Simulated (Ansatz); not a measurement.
Crystal: HfN.

```
CELL_PARAMETERS angstrom
2.82503 0.00000 0.00000
0.00000 2.82503 0.00000
0.00000 0.00000 2.82503
ATOMIC_POSITIONS crystal
Hf 0.50000 0.50000 0.50000
N 0.00000 0.00000 0.00000
```

The cell was built by a generator and needn't be a form met in nature.

Base run:

- Program: Ansatz 0.2.0
- Functional: r2SCAN
- Potentials or basis: Ansatz PAW
- Cutoff: 500 eV (not typed: the program's choice for these potentials)
- k mesh: 9 × 9 × 9
- Occupations: fermi-dirac, width 0.05 eV
- Spin: no spin polarisation
- Hubbard terms: Hf d U = 5 eV

Its results: band gap on the k mesh none (metal or under the smearing width); pressure 3.3 GPa.

Task: The run is repeated on the same cell with these changes: hubbard terms from Hf d U = 5 eV to none; hubbard projectors from ortho-atomic (the default) to none. What comes out?

Result: Band gap on the k mesh none (metal or under the smearing width); pressure -5.3 GPa.

Caveats: the PAW data sets come from PBE, with cores solved anew for the run's functional, which leaves a small shift of forces and pressure; the density of states is complete only up to the lowest level of the last band computed; U without spin polarisation on a metal has little footing (some runs).
